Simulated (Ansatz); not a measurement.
# SiO2: the cost of one run

Computed with Ansatz 0.2.0 (DFT PBE, scalar-relativistic, plane waves, PAW, unless a step's input says otherwise).

## 1. The structure to begin with

Symmetry: I-42d, No. 122, tetragonal system. The conventional cell has a = 5.027 Å, b = 5.027 Å, c = 7.379 Å, α = 90.00°, β = 90.00°, γ = 90.00°. Si (site symmetry -4) has 4 O at 1.63 Å as nearest neighbours. O (site symmetry 2) has 2 Si at 1.63 Å as nearest neighbours.

Coordinates:

```cif
data_structure
_symmetry_space_group_name_H-M 'P 1'
_symmetry_Int_Tables_number 1
_cell_length_a 5.1231
_cell_length_b 5.1231
_cell_length_c 5.1231
_cell_angle_alpha 121.240
_cell_angle_beta 121.240
_cell_angle_gamma 87.865
_cell_volume 93.22
loop_
_atom_site_label
_atom_site_type_symbol
_atom_site_fract_x
_atom_site_fract_y
_atom_site_fract_z
_atom_site_occupancy
Si1 Si 0.00000 0.00000 0.00000 1
Si2 Si 0.75000 0.25000 0.50000 1
O1 O 0.96701 0.62500 0.84201 1
O2 O 0.37500 0.21701 0.34201 1
O3 O 0.78299 0.12500 0.15799 1
O4 O 0.87500 0.03299 0.65799 1
```

This cell was relaxed beforehand with the same method: volume 15.54 Å³/atom, gap on the mesh 5.73 eV.

## 2. Back to the database's cell

Contents of input.yaml:

```yaml
crystal:
  lattice:
    - [-2.37405, 2.37405, 3.744]
    - [2.37405, -2.37405, 3.744]
    - [2.37405, 2.37405, -3.744]
  atoms:
    - { symbol: Si, position: [0.0, 0.0, 0.0] }
    - { symbol: Si, position: [0.75, 0.25, 0.5] }
    - { symbol: O, position: [0.99838, 0.625, 0.87338] }
    - { symbol: O, position: [0.375, 0.24838, 0.37338] }
    - { symbol: O, position: [0.75162, 0.125, 0.12662] }
    - { symbol: O, position: [0.875, 0.00162, 0.62662] }
basis:
  ecutwfc: 420
kpoints:
  mp_grid: { grid: [8, 8, 8] }
hamiltonian:
  xc: pbe
scf:
  occupations: { method: gaussian, width: 0.02 }
output:
  forces: true
  stress: true
  eigenvalues: true
  populations: true
```

**Question.** How long does this run take on 1 thread of an Arm CPU, shared host, and how much memory does it need?

About 14 s, with a peak of 0.35 GiB.
